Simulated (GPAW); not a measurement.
## Quasiparticle gap of LiCl (honeycomb monolayer) in GPAW

Wanted: ground state, empty states, screening and self-energy for LiCl (honeycomb monolayer).

Main program and level: GPAW 26.7.0; LDA and many-body steps on it, plane waves.

## (1) The structure

The cell holds 2 atoms: 1 Li and 1 Cl. Its edges and angles: a = 3.889 Å, b = 3.889 Å, c = 11.400 Å, α = 90.0°, β = 90.0°, γ = 120.0°. Vacuum lies along c.

The structure was relaxed with LDA. The runs that relaxed it are not among those shown.

## (2) Ground state

This step: GPAW 26.7.0; DFT, LDA, plane waves, PAW.

The ground-state density comes first.

run.py reads:

```python
import json
import numpy as np
from gpaw.mpi import world
from ase import Atoms
from gpaw import GPAW, PW, FermiDirac

atoms = Atoms(['Li', 'Cl'],
    cell=[[3.8889737249, 0.0000000000, 0.0000000000],
      [-1.9444868624, 3.3679500404, 0.0000000000],
      [0.0000000000, 0.0000000000, 11.4000000000]],
    scaled_positions=[[0.3333333333, 0.6666666667, 0.4994565618],
      [0.6666666667, 0.3333333333, 0.5005446268]],
    pbc=(True, True, False))
calc = GPAW(mode=PW(600),
    xc='LDA',
    kpts={'size': (9, 9, 1), 'gamma': True},
    occupations=FermiDirac(0.001),
    nbands=-7,
    convergence={'density': 1e-6, 'bands': -3},
    maxiter=100,
    txt='gs.txt')
atoms.calc = calc
res = {'energy': atoms.get_potential_energy()}
kpts = calc.get_ibz_k_points()
res['kpts'] = kpts
res['eigenvalues'] = [calc.get_eigenvalues(kpt=k) for k in range(len(kpts))]
res['n_electrons'] = calc.get_number_of_electrons()
calc.write('gs.gpw')

if world.rank == 0:
    with open('result.json', 'w') as f:
        json.dump(res, f, default=lambda x: x.tolist())
```

On the command line:

```bash
$ mpirun -n 4 gpaw python run.py
```

Log:

```text
__  _  _
 | _ |_)|_||  |
 |__||  | ||/\| - 26.7.0

Input parameters:
  mode=PW(ecut=600.0),
  convergence={'density': 1e-06, 'bands': -3},
  kpts=MonkhorstPack(size=(9, 9, 1), gamma=True),
  maxiter=100,
  nbands=-7,
  occupations=Occupations(name='fermi-dirac', width=0.001, fixmagmom=False),
  xc=XC(name='LDA')
  [... matrices ...]
Diagonalizing LCAO Hamiltonian
Converting LCAO to pw mode

        Li  Cl

Atoms  # Å, Bohr magnetons
|   | symbol |         x |        y |        z |    initial magnetic moments |
| 0 |     Li | -0.000000 | 2.245300 | 5.693805 | ( 0.0000,  0.0000,  0.0000) |
| 1 |     Cl |  1.944487 | 1.122650 | 5.706209 | ( 0.0000,  0.0000,  0.0000) |

Unit cell  # Å
| periodic |         x |        y |         z |   lengths |     angles |
|      yes |  3.888974 | 0.000000 |  0.000000 |  3.888974 |  90.000000 |
|      yes | -1.944487 | 3.367950 |  0.000000 |  3.888974 |  90.000000 |
|       no |  0.000000 | 0.000000 | 11.400000 | 11.400000 | 120.000000 |

Number of symmetries: 6
Symmetry operations  # r_c * U_cc + t_c -> r_c
|   | kind |            matrix            |
| 0 |  σ   |  1, 1, 0,  0,-1, 0,  0, 0, 1 |
| 1 |  E   |  1, 0, 0,  0, 1, 0,  0, 0, 1 |
| 2 |  C3  |  0, 1, 0, -1,-1, 0,  0, 0, 1 |
| 3 |  σ   |  0,-1, 0, -1, 0, 0,  0, 0, 1 |
| 4 |  σ   | -1, 0, 0,  1, 1, 0,  0, 0, 1 |
| 5 |  C3  | -1,-1, 0,  1, 0, 0,  0, 0, 1 |

BZ-sampling:
  Number of BZ points: 81
  Number of IBZ points: 12

  Monkhorst-Pack size: [9, 9, 1]
  Monkhorst-Pack shift: [0, 0, 0]

K-points  # in reciprocal-cell coordinates
|     |                                coordinates |     weight |
|   0 | (  0.00000000,   0.00000000,   0.00000000) | 0.01234568 |
|   1 | (  0.11111111,   0.00000000,   0.00000000) | 0.07407407 |
|   2 | (  0.22222222,  -0.11111111,   0.00000000) | 0.07407407 |
|   3 | (  0.22222222,   0.00000000,   0.00000000) | 0.07407407 |
|   4 | (  0.33333333,  -0.11111111,   0.00000000) | 0.14814815 |
|   5 | (  0.33333333,   0.00000000,   0.00000000) | 0.07407407 |
|   6 | (  0.33333333,   0.33333333,   0.00000000) | 0.02469136 |
|   7 | (  0.44444444,  -0.22222222,   0.00000000) | 0.07407407 |
|   8 | (  0.44444444,  -0.11111111,   0.00000000) | 0.14814815 |
|   9 | (  0.44444444,   0.00000000,   0.00000000) | 0.07407407 |
| ... |                                            |            |
|  11 | (  0.44444444,   0.44444444,   0.00000000) | 0.07407407 |

Plane wave coefficients: 5034
Cutoff: 600.0 eV

Spin-components: 1 (collinear spins)
Bands:           11
Projectors:      8
Spin-degeneracy: 2
Datatype:        complex128

  Storage: CPU
  Wave functions: 10_600_128 bytes (2_650_032 per core)
  Projectors: 18_309_312 bytes (4_577_328 per core)
  [... matrices ...]
Parallelization:
  kpt:    4
  domain: 1
  band:   1

Density:
  Valence electrons: 8.0
  Components: 1
  Grid points: [24 24 70]
  Charge: 0.0  # |e|

Potential:
  Grid points: [24 24 70]

species:
  Li:
    name:    Lithium
    Z:       3.0
    valence: 1
    core:    2
    charge:  0.0  # [|e|]
    compensation charges:
      type: gauss
      rc: 0.33  # [Å]
      lmax: 2
    cutoffs:
      filter: 1.91  # [Å]
      core: 2.55  # [Å]
    projectors
    | kind |    occ | energy [eV] | rcut [Å] |
    |   2s |  1.000 |      -2.874 |    1.058 |
    |   2p |  0.000 |      -1.126 |    1.058 |
    |    s |        |      24.338 |    1.058 |

    Using partial waves for Li as LCAO basis

  Cl:
    name:    Chlorine
    Z:       17.0
    valence: 7
    core:    10
    charge:  0.0  # [|e|]
    compensation charges:
      type: gauss
      rc: 0.25  # [Å]
      lmax: 2
    cutoffs:
      filter: 1.40  # [Å]
      core: 1.49  # [Å]
    projectors
    | kind |    occ | energy [eV] | rcut [Å] |
    |   3s |  2.000 |     -20.688 |    0.794 |
    |   3p |  5.000 |      -8.701 |    0.794 |
    |    s |        |       6.523 |    0.794 |
    |    p |        |      18.511 |    0.794 |
    |    d |        |       0.000 |    0.794 |

    Using partial waves for Cl as LCAO basis

Reference energy: -12718.738429  # eV

eigensolver:
  PPCG
  Converge bands: -3
  niter=2

density mixing:
  MSR1-Mixer
  Pratt-step length: 0.05
  Maximum mixing coefficient: 0.75
  Old densities: 10
  SVD Regularization: 0.005
  Good broyden scale: 1.0
  Trust region scale: 1.0
  Backstep threshold: 4.0
  History deletion threshold: 6.0
  Fourier metric: weight=20.0, sigma=0.015

occupation numbers:
  Fermi-Dirac:
    width: 0.0010  # eV

poisson solver:
  ecut: 4800.0  # eV

xc functional:
  name: None

Initialization done in: 0.785 s

convergence criteria:
- Maximum integral of absolute [dens]ity change: 1e-06 electrons / valence electron
- Maximum [total energy] change in last 3 cyles: 0.0005 eV / valence electron
- Maximum integral of absolute [eigenst]ate change: 4e-08 eV^2 / valence electron
maximum number of iterations: 100

SCF iterations
|iter     |     time |      energy | eigst |  dens |
|iter:   1|  |   -7.759656 | +1.00 |       |
|iter:   2|  |   -7.734255 | +0.31 | -1.04 |
|iter:   3|  |   -7.609499 | -0.40 | -1.07 |
|iter:   4|  |   -7.609425 | -1.53 | -1.66 |
|iter:   5|  |   -7.609646c| -1.70 | -2.19 |
|iter:   6|  |   -7.609649c| -2.85 | -2.88 |
|iter:   7|  |   -7.609649c| -4.12 | -3.75 |
|iter:   8|  |   -7.609649c| -5.42 | -4.15 |
|iter:   9|  |   -7.609649c| -6.41 | -4.82 |
|iter:  10|  |   -7.609649c| -7.15 | -5.63 |
|iter:  11|  |   -7.609649c| -7.80c| -6.30c|

Converged in 11 steps
SCF loop duration: 3.461 s (0.315 s/step)
Energy contributions relative to reference atoms: (reference = -12718.738429)
  [... matrices ...]
Energy contributions:
  Kinetic:           8.852572
  Coulomb:          -9.157687
  Zero:              0.032296
  External:          0.000000
  Xc:               -7.336828
  Entropy:          -0.000000
  Spinorbit:         0.000000
  ----------------------------
  Free energy:      -7.609649
  Extrapolated:     -7.609649

dipole moment: (-0.109831, 0.063417, -0.004939)  # |e|*Ang

Fermi level: -3.714
Eigenvalues  # (at kpt = [0.000, 0.000, 0.000])
| band index |      eig [eV] | occ [0-2] |
|          0 |       -18.070 |     2.000 |
|          1 |        -6.441 |     2.000 |
|          2 |        -6.008 |     2.000 |
|          3 |        -6.008 |     2.000 |
|          4 |         0.087 |     0.000 |
|          5 |         1.577 |     0.000 |
|          6 |         2.113 |     0.000 |
|          7 |         4.101 |     0.000 |
|          8 |         4.101 |     0.000 |
|          9 |         4.259 |     0.000 |
|         10 |         4.771 |     0.000 |

Gap: 5.941 eV
Transition (v -> c):
  (s=0, k=6, n=3, [0.33, 0.33, 0.00]) -> (s=0, k=0, n=4, [0.00, 0.00, 0.00])
Direct/indirect transitions are different
Direct gap: 6.095 eV
Transition at: (s=0, k=0, n=3, [0.00, 0.00, 0.00])
vacuum-level: 1.707  # V
# Writing to gs.gpw (mode='')
  [... matrices ...]
```

Run time: 6.1 s. Hardware: 4 MPI ranks of Arm Neoverse V1, shared host; peak memory 0.75 GiB; 24 s of CPU time.

Read from the output:

| Property | Result |
| --- | --- |
| total energy | -7.610 eV |
| gap | 5.941 eV |
| k of the valence top | 0.3333, 0.3333, 0 |
| k of the conduction bottom | 0, 0, 0 |
| least direct gap | 6.095 eV |

The gap is indirect, with the least direct gap 0.15 eV higher.

## (3) Bands along the symmetry lines

The cheap functional maps the bands first; the places of the edges decide which points the dearer methods must see.

run.py reads:

```python
import json
import numpy as np
from gpaw.mpi import world
from gpaw import GPAW

path = [[0.000000, 0.000000, 0.000000],
    [0.062500, 0.000000, 0.000000],
    [0.125000, 0.000000, 0.000000],
    [0.187500, 0.000000, 0.000000],
    [0.250000, 0.000000, 0.000000],
    [0.312500, 0.000000, 0.000000],
    [0.375000, 0.000000, 0.000000],
    [0.437500, 0.000000, 0.000000],
    [0.500000, 0.000000, 0.000000],
    [0.479167, 0.041667, 0.000000],
    [0.458333, 0.083333, 0.000000],
    [0.437500, 0.125000, 0.000000],
    [0.416667, 0.166667, 0.000000],
    [0.395833, 0.208333, 0.000000],
    [0.375000, 0.250000, 0.000000],
    [0.354167, 0.291667, 0.000000],
    [0.333333, 0.333333, 0.000000],
    [0.291667, 0.291667, 0.000000],
    [0.250000, 0.250000, 0.000000],
    [0.208333, 0.208333, 0.000000],
    [0.166667, 0.166667, 0.000000],
    [0.125000, 0.125000, 0.000000],
    [0.083333, 0.083333, 0.000000],
    [0.041667, 0.041667, 0.000000],
    [0.000000, 0.000000, 0.000000]]
calc = GPAW('gs.gpw').fixed_density(kpts=path,
    symmetry='off',
    nbands=14,
    convergence={'bands': 10},
    txt='bands.txt')
res = {}
kpts = calc.get_ibz_k_points()
res['kpts'] = kpts
res['eigenvalues'] = [calc.get_eigenvalues(kpt=k) for k in range(len(kpts))]
res['n_electrons'] = calc.get_number_of_electrons()

if world.rank == 0:
    with open('result.json', 'w') as f:
        json.dump(res, f, default=lambda x: x.tolist())
```

On the command line:

```bash
$ mpirun -n 4 gpaw python run.py
```

Log:

```text
Diagonalizing LCAO Hamiltonian
Converting LCAO to pw mode
convergence criteria:
- Maximum integral of absolute [eigenst]ate change: 4e-08 eV^2 / valence electron
maximum number of iterations: 100

SCF iterations
|iter     |     time |      energy | eigst |  dens |
|iter:   1|  |             | +1.96 |       |
|iter:   2|  |             | +0.91 |       |
|iter:   3|  |             | -0.29 |       |
[...]
|iter:   8|  |             | -5.67 |       |
|iter:   9|  |             | -6.78 |       |
|iter:  10|  |             | -7.44c|       |
SCF steps: 10
  __  _  _
 | _ |_)|_||  |
 |__||  | ||/\| - 26.7.0

Input parameters:
  mode=PW(ecut=600.0),
  convergence={'bands': 10},
  gpts=array([24, 24, 70]),
  kpts=KPoints(kpts=array([[0.      , 0.      , 0.      ],
         [0.0625  , 0.      , 0.      ],
         [0.125   , 0.      , 0.      ],
         [0.1875  , 0.      , 0.      ],
[...]
[0.479167, 0.041667, 0.      ],
         [0.458333, 0.083333, 0.      ],
[...]
[0.416667, 0.166667, 0.      ],
[...]
[0.25    , 0.25    , 0.      ],
[...]
[0.125   , 0.125   , 0.      ],
         [0.083333, 0.083333, 0.      ],
         [0.041667, 0.041667, 0.      ],
         [0.      , 0.      , 0.      ]])),
  maxiter=100,
  nbands=14,
  occupations=Occupations(name='fermi-dirac', width=0.001, fixmagmom=False),
  parallel={},
  symmetry=Symmetry(point_group=False, time_reversal=False),
  xc=XC(name='LDA')
  [... matrices ...]
timing:  # [seconds]
  Total: 0.026  # ━━━━━━━━━━━━━━━━━━━━━━━━━━━━━━━━━━━━━━━━━━━━━━━━━━━━━━━━━━━
```

Wall time 9.6 s (4 MPI ranks); peak memory 0.82 GiB; 38 s of CPU time.

This step gave:

- gap: 5.941 eV
- k of the valence top: 0.3333, 0.3333, 0
- k of the conduction bottom: 0, 0, 0
- least direct gap: 6.095 eV

The gap is 5.941 eV, as in the run before at this level.

Electronic bands along the path, in eV, zero at the top of the highest filled band; v1 is the highest filled band, c1 the lowest empty one:

| point | v4 | v3 | v2 | v1 | c1 | c2 | c3 | c4 |
| --- | --- | --- | --- | --- | --- | --- | --- | --- |
| Γ | -12.22 | -0.59 | -0.15 | -0.15 | 5.94 | 7.43 | 7.97 | 9.96 |
| halfway | -12.14 | -0.87 | -0.41 | -0.34 | 6.91 | 7.67 | 8.66 | 9.77 |
| M | -12.07 | -1.47 | -0.64 | -0.07 | 7.68 | 8.26 | 9.73 | 10.33 |
| halfway | -12.06 | -1.47 | -0.77 | -0.04 | 7.87 | 8.88 | 9.86 | 10.28 |
| K | -12.05 | -1.48 | -0.89 | 0.00 | 8.15 | 9.65 | 9.91 | 10.22 |
| halfway | -12.13 | -0.99 | -0.51 | -0.28 | 7.23 | 7.73 | 8.94 | 9.89 |
| Γ | -12.22 | -0.59 | -0.15 | -0.15 | 5.94 | 7.43 | 7.97 | 9.96 |

The electronic bands as a text plot (rows in eV, shown from -8.0 to 10.0 only):

```
    9.6 |++++++++++++     +++++++++++++++++++++++++++++++++++++++
    8.8 |         ++++++++       +++++        +++   ++++++
    8.1 |+++++++++   ++++++++++++++++++++++++++++++++++   +++++++
    7.3 |+++++++++++++++++++++++                    +++++++++++++
    6.6 |      ++++++                                  ++++++
    5.8 |++++++                                              ++++
    5.1 |
    4.3 |
    3.6 |
    2.8 |
    2.1 |
    1.4 |
    0.6 |
   -0.1 |********************************************************
   -0.9 |****  *******************************************   ****
   -1.6 |              **************************
   -2.4 |
   -3.1 |
   -3.9 |
   -4.6 |
   -5.4 |
   -6.1 |
   -6.9 |
   -7.6 |
         Γ                   M           K                      Γ
```

## (4) Empty states on the mesh, 9×9×1 mesh, 252 bands

The sums over transitions need many empty states on a uniform mesh; this step solves for them.

run.py reads:

```python
import json
import numpy as np
from gpaw.mpi import world
from gpaw import GPAW

calc = GPAW('gs.gpw').fixed_density(kpts={'size': (9, 9, 1), 'gamma': True},
    nbands=294,
    convergence={'bands': 252},
    txt='nscf.txt')
calc.write('full.gpw', mode='all')
res = {}
kpts = calc.get_ibz_k_points()
res['kpts'] = kpts
res['eigenvalues'] = [calc.get_eigenvalues(kpt=k) for k in range(len(kpts))]
res['n_electrons'] = calc.get_number_of_electrons()

if world.rank == 0:
    with open('result.json', 'w') as f:
        json.dump(res, f, default=lambda x: x.tolist())
```

On the command line:

```bash
$ mpirun -n 4 gpaw python run.py
```

Log:

```text
Diagonalizing LCAO Hamiltonian
Converting LCAO to pw mode
convergence criteria:
- Maximum integral of absolute [eigenst]ate change: 4e-08 eV^2 / valence electron
maximum number of iterations: 100

SCF iterations
|iter     |     time |      energy | eigst |  dens |
|iter:   1|  |             | +5.14 |       |
|iter:   2|  |             | +3.94 |       |
|iter:   3|  |             | +2.81 |       |
[...]
|iter:  16|  |             | -7.03 |       |
|iter:  17|  |             | -7.33 |       |
|iter:  18|  |             | -7.67c|       |
SCF steps: 18
  __  _  _
 | _ |_)|_||  |
 |__||  | ||/\| - 26.7.0

Input parameters:
  mode=PW(ecut=600.0),
  convergence={'bands': 252},
  gpts=array([24, 24, 70]),
  kpts=MonkhorstPack(size=(9, 9, 1), gamma=True),
  maxiter=100,
  nbands=294,
  occupations=Occupations(name='fermi-dirac', width=0.001, fixmagmom=False),
  parallel={},
  xc=XC(name='LDA')
# Writing to full.gpw (mode='all')
  [... matrices ...]

timing:  # [seconds]
  Total: 0.105  # ━━━━━━━━━━━━━━━━━━━━━━━━━━━━━━━━━━━━━━━━━━━━━━━━━━━━━━━━━━━
```

Wall time 3.3 min (4 MPI ranks); peak memory 1.4 GiB; 13 min of CPU time.

Read from the output:

| Item | Value |
| --- | --- |
| gap | 5.941 eV |
| k of the valence top | 0.3333, 0.3333, 0 |
| k of the conduction bottom | 0, 0, 0 |
| least direct gap | 6.095 eV |
| k points computed | 12 |
| lowest point of the top converged band, above the valence top | 83.7919 eV |

On this mesh the gap is 5.941 eV.

[end of part 1 of 2]

[Long decimals in the printed logs are rounded to 6 places.]

[Logs are printed without paths, hosts, clocks, repeated set-up lines and the standing remarks that a program may print on its own settings, such as how far it seeks lower states.]

[Paths, hosts, dates, memory and timing lines, banners, echoed tables and standing remarks are left out of the program output; an Ansatz launch command may be rebuilt from the run's recorded settings. Measured values are a selection of at most five: reports struck by readers or far from the other reports are left out. None is set beside runs whose start may be inverted or whose files or cutoffs have a known fault.]

[Runs of the session that timed out or met a known fault of the program may be left out.]

[Hosts, paths, dates, database ids (printed as entryN), source tags and the programs' standing remarks are cut or masked in the printed files.]

[Where the starting crystal was built by hand or by swapping elements, it need not be the compound's stable phase.]
